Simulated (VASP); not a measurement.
Wanted: the native input for a VASP 6.6.1 run.

| Item | Value |
| --- | --- |
| Task | relaxation of cell and atoms |
| Functional | PBE |
| Potentials or basis | VASP PAW PBE potentials, release 64 (K_sv, Br) |
| Cutoff | 600 eV |
| k mesh | 6 × 6 × 6 |
| Occupations | gaussian, width 0.02 eV |
| Spin | no spin polarisation |
| Dipole correction | no |
| Further INCAR settings | ALGO = Normal; EDIFF = 1e-07; IBRION = 2; EDIFFG = -0.005; NSW = 100; ISIF = 3 |

The structure of KBr lies in POSCAR:

```
KBr
1.0
    0.0000000000      3.3000000000      3.3000000000
    3.3000000000      0.0000000000      3.3000000000
    3.3000000000      3.3000000000      0.0000000000
K Br
1 1
Direct
    0.0000000000      0.0000000000      0.0000000000
    0.5000000000      0.5000000000      0.5000000000
```

The input as run:

INCAR

```
SYSTEM = KBr
  PREC = Accurate
  ENCUT = 600
  EDIFF = 1E-7
  ISMEAR = 0
  SIGMA = 0.02
  LREAL = .False.
  LASPH = .True.
  NELM = 80
  ALGO = Normal
  ISIF = 3
  LWAVE = .False.
  LCHARG = .False.
  GGA = PE
  IBRION = 2
  NSW = 100
  EDIFFG = -0.005
```

KPOINTS

```
regular mesh
0
Gamma
  6 6 6
  0 0 0
```

Potentials or basis: VASP PAW PBE potentials, release 64 (K_sv, Br).

Launch:

```sh
$ cat potpaw_PBE.64/K_sv/POTCAR potpaw_PBE.64/Br/POTCAR > POTCAR
$ mpirun -np 1 vasp_std > vasp.out
```

It gave:

| Property | Result |
| --- | --- |
| Relaxed volume | 37.79 Å³/atom |
| Relaxed cell | a = 4.746 Å, b = 4.746 Å, c = 4.746 Å, α = 60.00°, β = 60.00°, γ = 60.00° |
| Space group after relaxing (to 0.05 Å) | Fm-3m (No. 225) |
| Energy gained by relaxing | 4.2 meV/atom |
| Ionic steps | 4 |
| Pressure after relaxing | 0.0 GPa |
| Band gap on the k mesh | 4.30 eV, direct |

Run time: 86 s on 1 thread of Intel(R) Xeon(R) Platinum 8488C (Sapphire Rapids) (shared host), peak memory 0.25 GiB.
